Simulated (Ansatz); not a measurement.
# Relaxing generalised stacking fault on (110) of a KCl-RbCl solid solution (80 atoms)

Aim: bring generalised stacking fault on (110) of a KCl-RbCl solid solution (80 atoms) to a nearby minimum of the energy and see what moves.

Program: Ansatz 0.2.0. Level of theory: Kohn-Sham DFT, PBE, PAW (set soft_2), plane waves. Results are calculated unless marked as measured.

Report form: the programs' logs are mostly left out.

## Step 1: Starting point

The cell holds 80 atoms: 13 Rb, 40 Cl and 27 K. Cell: a = 7.339 Å, b = 10.379 Å, c = 26.228 Å, α = 90.0°, β = 83.3°, γ = 90.0°. It derives from KCl and RbCl. CsCl-type KCl lattice (a = 3.6697 Å, the value set for the mixture), cell with z along [110], 2 x 2 x 5 periods; the third cell vector is tilted by 0.833 of [001] and lengthened by 0.1 Å, so the cell holds one fault; displaced by a Gaussian of 0.01 Å; 13 of 40 K sites given to Rb at random (lattice constant by Vegard's rule between KCl and RbCl).

Limits known from the start: Atoms were free to move along the slip, so the relaxation can undo part or all of it. The host structure and its lattice constant were typed by rule, without a check against the phase diagram.

## Step 2: Single point at the start

A single point comes first, to see the forces before anything moves.

Contents of input.yaml:

```yaml
crystal:
  lattice:
    - [7.3394, 0.0, 0.0]
    - [0.0, 10.37948, 0.0]
    - [3.05811, 0.0, 26.0487]
  atoms:
    - { symbol: Rb, position: [0.58429, 0.00092, 0.99566] }
    - { symbol: Cl, position: [0.20803, 0.00062, 0.09925] }
    - { symbol: K, position: [0.08558, 0.99894, 0.99608] }
    - { symbol: Cl, position: [0.70981, 0.9991, 0.09992] }
    - { symbol: K, position: [0.58274, 0.49869, 0.99572] }
    - { symbol: Cl, position: [0.21013, 0.49817, 0.09923] }
    - { symbol: K, position: [0.08261, 0.49943, 0.99551] }
    - { symbol: Cl, position: [0.7116, 0.49891, 0.09929] }
[... 68 atom lines left out ...]
    - { symbol: K, position: [0.62775, 0.74971, 0.89558] }
    - { symbol: Cl, position: [0.83411, 0.74949, 0.99572] }
    - { symbol: Rb, position: [0.12814, 0.75033, 0.89632] }
    - { symbol: Cl, position: [0.33741, 0.75161, 0.99571] }
kpoints:
  mp_grid: { grid: [2, 1, 1] }
hamiltonian:
  xc: pbe
scf:
  occupations: { method: gaussian, width: 0.025 }
output:
  forces: true
  stress: true
  populations: intrinsic
  dos:
    method: { smearing: { sigma: 0.1 } }
    de: 0.1
    projected: { site_lists: { Cl: [Cl], K: [K], Rb: [Rb] } }
  eigenvalues: true
```

On the command line:

```console
$ ansatz run input.yaml --threads 8 --pin off --max-ram 15872MiB --backend cpu --events-out ev --progress --plain --runs-dir out
```

Run time: 35 s. Hardware: 8 threads of Arm Neoverse V2, shared host; peak memory 6.7 GiB; 4.4 min of CPU time.

Read from the output:

| Property | Result |
| --- | --- |
| free energy | -127321.4679 eV |
| free energy per atom | -1591.5183 eV/atom |
| SCF cycles | 6 |
| pressure | 4.985 GPa |
| r.m.s. force component | 0.1108 eV/Å |
| longest force | 0.543 eV/Å |
| Fermi energy | 6.457 eV |
| gap (highest filled to lowest empty level) | 5.579 eV |

The r.m.s. force component of 0.11 eV/Å and the pressure of 5.0 GPa set the starting point.

Neighbours are counted within 3.48 Å (Cl-K), 3.48 Å (Cl-Rb).

Length of the force by element and coordination:

```
element  coordination  atoms  mean length of the force (eV/Å)  spread   least    most
     Cl           all     40                            0.241   0.085   0.123   0.543
     Cl             7      8                            0.270   0.131   0.163   0.543
     Cl             8     32                            0.233  0.0668   0.123   0.361
      K           all     27                           0.0672  0.0475  0.0072   0.191
      K             7      6                            0.144  0.0327  0.0941   0.191
      K             8     21                           0.0452  0.0204  0.0072   0.088
     Rb           all     13                           0.0807  0.0763  0.0237   0.312
     Rb             7      2                            0.244  0.0684   0.175   0.312
     Rb             8     11                            0.051  0.0176  0.0237  0.0767
```

## Step 3: Relaxation

With the cell held, the atoms are moved downhill towards a nearby minimum.

input.yaml, the sections that differ from step 2:

```yaml
output:
  forces: true
relax:
  f_tol: 0.03
  max_steps: 98
# crystal, kpoints, hamiltonian, scf: as in step 2
```

The job ended after 90 s (8 threads; peak memory 6.9 GiB; 12 min of CPU time).

Relaxation path:

```
step  energy less that of the first step (eV)  largest force component (eV/Å)
   1                                   0.0000                          0.3886
   2                                  -0.4133                          0.1613
   3                                  -0.5944                          0.0164
   4                                  -0.5944                          0.0164
   5                                  -0.6031                          0.0327
   6                                  -0.6066                          0.0177
   7                                  -0.6066                          0.0177
```

The atoms that moved most (Å):

```
atom      dx      dy      dz  length
 Cl4   0.327  -0.020  -0.053   0.332
Cl76  -0.317   0.033   0.027   0.320
Cl80  -0.284  -0.052   0.098   0.305
 K17   0.286   0.000  -0.053   0.291
  K3  -0.288   0.008   0.036   0.291
Cl78  -0.275  -0.027   0.085   0.289
 Rb1  -0.276  -0.006   0.067   0.284
Cl70  -0.244  -0.047   0.132   0.282
```

The relaxation changed the energy by -7.58 meV/atom, and atoms moved by 0.18 Å r.m.s., 0.33 Å at most.

## Step 4: Structure statistics after relaxation

Bonds before and after, by the cutoffs listed below:

```
 pair  bonds before  bonds after  mean before (Å)  mean after (Å)  spread before (Å)  spread after (Å)
 Cl-K           213          216            3.178           3.167              0.065             0.036
Cl-Rb           104          104            3.183           3.215              0.072             0.026
```

Density 3.00 g/cm³, 24.80 Å³ an atom.

Pair distribution functions g(r), in bins of 0.2 Å:

```
r (Å)  total  Cl-Cl   Cl-K  Cl-Rb   K-K  K-Rb  Rb-Rb
 3.00   0.10   0.00   0.31   0.00  0.00  0.00   0.00
 3.20   7.69   0.00  15.45  15.27  0.00  0.00   0.00
 3.40   0.00   0.00   0.00   0.00  0.00  0.00   0.00
 3.60   3.51   5.96   0.00   0.00  8.50  7.65   7.60
 3.80   0.88   2.82   0.00   0.00  0.16  1.29   0.68
 4.00   0.00   0.00   0.00   0.00  0.00  0.00   0.00
 4.20   0.00   0.00   0.00   0.00  0.00  0.00   0.00
 4.40   0.00   0.00   0.00   0.00  0.00  0.00   0.00
 4.60   0.00   0.00   0.00   0.00  0.00  0.00   0.00
 4.80   0.00   0.00   0.00   0.00  0.00  0.00   0.00
 5.00   0.20   0.81   0.00   0.00  0.00  0.00   0.00
 5.20   4.06   7.45   0.00   0.00  8.69  9.00   8.26
 5.40   0.13   0.52   0.00   0.00  0.00  0.00   0.00
 5.60   0.00   0.00   0.00   0.00  0.00  0.00   0.00
 5.80   0.00   0.00   0.00   0.00  0.00  0.00   0.00
 6.00   3.52   0.00   6.94   7.24  0.00  0.00   0.00
 6.20   3.25   1.03   5.82   5.51  0.66  0.46   0.00
 6.40   1.54   2.75   0.00   0.00  2.66  4.64   1.36
 6.60   0.03   0.12   0.00   0.00  0.00  0.00   0.00
 6.80   0.00   0.00   0.00   0.00  0.00  0.00   0.00
 7.00   0.00   0.00   0.00   0.00  0.00  0.00   0.00
 7.20   0.06   0.20   0.00   0.00  0.04  0.00   0.00
 7.40   1.04   1.99   0.00   0.00  2.49  1.50   3.65
 7.60   0.00   0.00   0.00   0.00  0.00  0.00   0.00
 7.80   0.23   0.00   0.44   0.49  0.00  0.00   0.00
```

Bonds by pair of elements; cutoffs follow the first minimum of g(r), held within bounds set by covalent radii, and pairs that aren't listed don't count as bonded:

```
pair A-B  cutoff (Å)  bonds  mean length (Å)  spread (Å)  shortest (Å)  B about A  A about B
    Cl-K        3.62    216             3.17       0.036          3.09        5.4          8
   Cl-Rb        3.68    104             3.21       0.026          3.15        2.6          8
```

How many atoms have how many bonded neighbours:

```
element  mean   8
     Cl     8  40
      K     8  27
     Rb     8  13
```

Bond angles (no mean is given where the spread exceeds 20°):

```
   angle  count  mean (°)  spread (°)
 Cl-K-Cl    756         -           -
 K-Cl-Rb    524         -           -
  K-Cl-K    494         -           -
Cl-Rb-Cl    364         -           -
Rb-Cl-Rb    102         -           -
```

For some of the pairs, g(r) has its first main peak near 3.67 Å (Cl-Cl), 3.16 Å (Cl-K), 3.22 Å (Cl-Rb), 3.67 Å (K-K), 3.68 Å (K-Rb) and 3.68 Å (Rb-Rb). Counting bonds as in the table, all Cl atoms have 8, all K atoms have 8 and all Rb atoms have 8 bonded neighbours.

## Step 5: Single point at the relaxed geometry

One more single point at the end of the walk gives the fuller output and checks the residual forces.

Contents of input.yaml:

```yaml
crystal:
  lattice:
    - [7.3394, 0.0, 0.0]
    - [0.0, 10.37948, 0.0]
    - [3.05811, 0.0, 26.0487]
  atoms:
    - { symbol: Rb, position: [0.54566, 0.0003, 0.99822] }
    - { symbol: Cl, position: [0.23802, 0.99744, 0.09724] }
    - { symbol: K, position: [0.04571, 0.99971, 0.99745] }
    - { symbol: Cl, position: [0.75523, 0.99719, 0.09787] }
    [... 70 atom lines left out ...]
    - { symbol: K, position: [0.09647, 0.24942, 0.89856] }
    - { symbol: Cl, position: [0.29056, 0.25239, 0.99708] }
    - { symbol: K, position: [0.5966, 0.75051, 0.89881] }
    - { symbol: Cl, position: [0.7953, 0.74688, 0.99897] }
    - { symbol: Rb, position: [0.09682, 0.74982, 0.89896] }
    - { symbol: Cl, position: [0.29711, 0.74664, 0.99949] }
kpoints:
  mp_grid: { grid: [2, 1, 1] }
hamiltonian:
  xc: pbe
scf:
  occupations: { method: gaussian, width: 0.025 }
output:
  forces: true
  stress: true
  populations: true
  dos:
    method: { smearing: { sigma: 0.1 } }
    de: 0.1
    projected: { site_lists: { Cl: [Cl], K: [K], Rb: [Rb] } }
  eigenvalues: true
  write_density: true
  write_potential: true
  volumetric_format: npy
```

Run time: 38 s. Hardware: 8 threads; peak memory 6.8 GiB; 4.8 min of CPU time.

Read from the output:

* free energy: -127322.0745 eV
* free energy per atom: -1591.5259 eV/atom
* SCF cycles: 6
* pressure: 4.769 GPa
* r.m.s. force component: 0.00474 eV/Å
* longest force: 0.01782 eV/Å
* Fermi energy: 6.48 eV
* gap (highest filled to lowest empty level): 5.59 eV
* spilling of the projection: 0.004334

Löwdin charges by element (they lack the spilled electrons, 0.035 e an atom on average):

```
element  coordination  atoms  mean charge (e)  spread   least    most
     Cl           all     40           -0.699  5.0e-4  -0.700  -0.698
      K           all     27            0.754  0.0054   0.743   0.763
     Rb           all     13            0.798  0.0048   0.788   0.804
```

Density of states as counts of states in windows of 1 eV (from the Fermi level), total and the larger projections:

```
from (eV)  to (eV)  total   Cl p  Cl s  Rb p   K p
      -18      -17    0.0    0.0   0.0   0.0   0.0
      -17      -16    0.1    0.0   0.0   0.0   0.0
      -16      -15   79.8    0.2  67.5   0.7   6.4
      -15      -14   97.9    0.8   2.9   0.2  93.9
      -14      -13   64.3    0.3   4.0   0.1  59.9
      -13      -12    0.0    0.0   0.0   0.0   0.0
      -12      -11   74.8    1.3   1.0  72.0   0.3
      -11      -10    3.2    0.0   0.0   3.1   0.0
      -10       -6    0.0    0.0   0.0   0.0   0.0
       -6       -5    0.4    0.3   0.0   0.0   0.0
       -5       -4   87.0   80.8   0.2   0.7   0.7
       -4       -3  136.9  132.4   0.2   0.9   0.6
       -3       -2   15.8   15.7   0.0   0.0   0.0
       -2        2    0.0    0.0   0.0   0.0   0.0
        2        3    1.0    0.0   0.2   0.0   0.0
        3        4   18.2    0.2   0.4   0.0   0.0
        4        5   64.2    1.6   1.7   0.1   0.1
```

The stored curve holds about 560 of the 640 electrons; the rest, give or take the few that broadening carries across the Fermi level, lie in deeper levels below its range.

The levels nearest the highest filled one (over half full), pooled over k-points and spins:

```
level less the highest filled one (eV)  occupation
                                -0.141           2
                               -0.0565           2
                               -0.0489           2
                               -0.0114           2
                               -0.0093           2
                                     0           2
                                  5.59           0
                                  6.10           0
                                  6.11           0
                                  6.22           0
                                  6.23           0
                                  6.25           0
```

Valence density in the ca plane at fractional y = 0.000, with atoms of Rb and Cl and K within 0.2 Å of it. It is the smooth field of the valence electrons, not physical close to the nuclei.

Ten even steps from '0' (0.0 e/Å³) to '9' (4.2 e/Å³), each cell a mean:
```
22100012321000000000230230000000000121100014
44310000110000000000232330000000001333200000
33420000000001221000123310000000002312310000
44420000000002675100001100000000001322310000
34310000000004998300000000001210000233210000
11100000000003797300000000015762000011100000
00000011210001354100000000027995100000000012
00000023331000010000000000016994100000000134
00000132132000000000012100002442000000000143
00000023232000000000233310000110000000000134
22100013331000000000231330000000000121100023
44310001110000000000231331000000001333200001
33420000000000221000123320000000002312310000
44420000000002675100011100000000001322310000
34310000000004998300000000001210000233210000
11100000000003797300000000015762000011000000
00000012210001354100000000027994100000000012
00000023331000010000000000016994100000000137
00000132032000000000122100002552000000000159
00000023232000000000233320000110000000000149
```
Columns run along c (16.0 Å, from fractional 0.39 to 1.00 of the cell), rows up along a (7.3 Å). Atoms in or near the plane, at fractional coordinates: Rb at (0.00, 0.55), K at (0.00, 0.05), Rb at (0.40, 0.85), Cl at (0.50, 0.05), Rb at (0.40, 0.35), Cl at (0.50, 0.54), K at (0.60, 0.75), Cl at (0.70, 0.95), K at (0.60, 0.25), Cl at (0.70, 0.44), K at (0.80, 0.65), Cl at (0.90, 0.85), K at (0.80, 0.15), Cl at (0.90, 0.35).

Electrostatic potential energy in the ca plane at fractional y = 0.000, with atoms of Rb and Cl and K within 0.2 Å of it. With pseudopotentials it is smooth inside the atoms' cores, unlike the true potential.

Ten even steps from '0' (-53 eV) to '9' (10 eV), each cell a mean:
```
11489999999987557899864589999999996200489999
11479999999983002799998999999899997311599999
44689999999971000589999999987678999755799999
88899999999982000589999999863247999999999998
99999976789986213799999999852125899999999876
99999842269998777899999999862125899999999742
99999720038999999999987899985447999999999731
88999841148999999999732489998888999999999741
56899975579999999999510169999999999878999864
01589999899999889999620159999999997424799988
00179999999987557899853479999999996201599999
00179999999973003799998899999999997201489999
11589999999971000589999999987678998633799999
77899999999972000589999999863247999988999999
99999987899986213799999999852125899999999876
99999842369998778899999999862125899999999742
99999720148999999999876899985447999999999731
89999830138999999999632479998888999999999741
67899964369999999999510159999999999767999864
23689998899999889999620159999999997313799988
```
Columns run along c (16.0 Å, from fractional 0.19 to 0.80 of the cell; values clipped at the 3rd and 97th percentile), rows up along a (7.3 Å). Atoms in or near the plane, at fractional coordinates: K at (0.20, 0.95), Cl at (0.30, 0.14), Rb at (0.20, 0.45), Cl at (0.30, 0.65), Rb at (0.40, 0.85), Cl at (0.50, 0.05), Rb at (0.40, 0.35), Cl at (0.50, 0.54), K at (0.60, 0.75), Cl at (0.70, 0.95), K at (0.60, 0.25), Cl at (0.70, 0.44), K at (0.80, 0.65), K at (0.80, 0.15).

Mean Löwdin charges: Cl -0.70, K +0.75, Rb +0.80 e (they miss 0.43 % of the electrons, so they add up to more than the cell's charge).

The surroundings of K47, picked at random, nearest first, numbered as they follow in the input and with coordinates relative to it.

```
atom      x      y      z  distance (Å)  bonds  Löwdin charge (e)
 K47   0.00   0.00   0.00          0.00      8               0.76
Cl30  -1.75  -0.02  -2.56          3.10      8              -0.70
Cl48   1.73   0.01   2.60          3.12      8              -0.70
Cl44   1.81   2.57  -0.02          3.15      8              -0.70
Cl52   1.83  -2.56  -0.05          3.15      8              -0.70
Cl42  -1.82   2.57   0.00          3.15      8              -0.70
Cl50  -1.85  -2.56  -0.04          3.15      8              -0.70
Cl32   1.87  -0.02  -2.56          3.17      8              -0.70
Cl46  -1.85   0.01   2.60          3.19      8              -0.70
 K67  -0.06  -2.57   2.59          3.65      8               0.75
 K45  -3.67   0.00   0.00          3.67      8               0.75
 K45   3.67   0.00   0.00          3.67      8               0.75
 K59  -0.06   2.59   2.61          3.68      8               0.75
 K51   0.05  -2.59  -2.62          3.69      8               0.75
 K43   0.05   2.61  -2.62          3.70      8               0.75
```

The column of bonds counts only the pairs Cl-K within 3.62 Å, Cl-Rb within 3.68 Å; other neighbours, such as metal atoms beside each other in a compound, aren't counted, and periodic images can show an atom twice.

## Step 6: Results

| Property | Result |
| --- | --- |
| energy change in the relaxation | -7.583 meV/atom |
| r.m.s. displacement | 0.185 Å |
| largest displacement | 0.332 Å |
| free energy per atom | -1591.5259 eV/atom |
| density | 3 g/cm³ |
| pressure | 4.769 GPa |
| r.m.s. force component | 0.00474 eV/Å |
| gap (highest filled to lowest empty level) | 5.59 eV |
| wall time of the 3 DFT runs | 2.7 min |

Relaxation lowers the energy by 7.58 meV/atom and moves atoms by 0.18 Å r.m.s.; the r.m.s. force component goes from 0.11 to 0.0047 eV/Å, the pressure goes from 5.0 to 4.8 GPa, and the gap from 5.58 to 5.59 eV. By the final cutoffs 0 of 317 bonded pairs parted and 3 joined. Afterwards all atoms of each element have one and the same coordination, so bonds have reconnected across the defect, which no longer shows in the counts. Layers on the two sides of the fault moved in opposite directions along the plane, so much of the imposed slip has spread into a shear of the crystal. From the first step to the last the energy fell by 0.607 eV, and the largest move was 0.33 Å (Cl4). The Cl-Rb bonds change most in mean length: from 3.183 Å (spread 0.072) to 3.215 Å (spread 0.026). Counting bonds as in the table, all Cl atoms have 8, all K atoms have 8 and all Rb atoms have 8 bonded neighbours. Between filled and empty levels lie 5.59 eV on the run's k-points; the mesh holds the band edges only if they fold onto it, so the gap at this level can be narrower or closed, while semilocal functionals tend to narrow gaps against experiment.

What to keep in mind: Atoms were free to move along the slip, so the relaxation can undo part or all of it. The pressure of 4.8 GPa means that a free cell would grow at this level.

[Logs are printed without paths, hosts, clocks, repeated set-up lines and the standing remarks that a program may print on its own settings, such as how far it seeks lower states.]

[Hosts, paths, dates, database ids (printed as entryN), source tags and the programs' standing remarks are cut or masked in the printed files.]
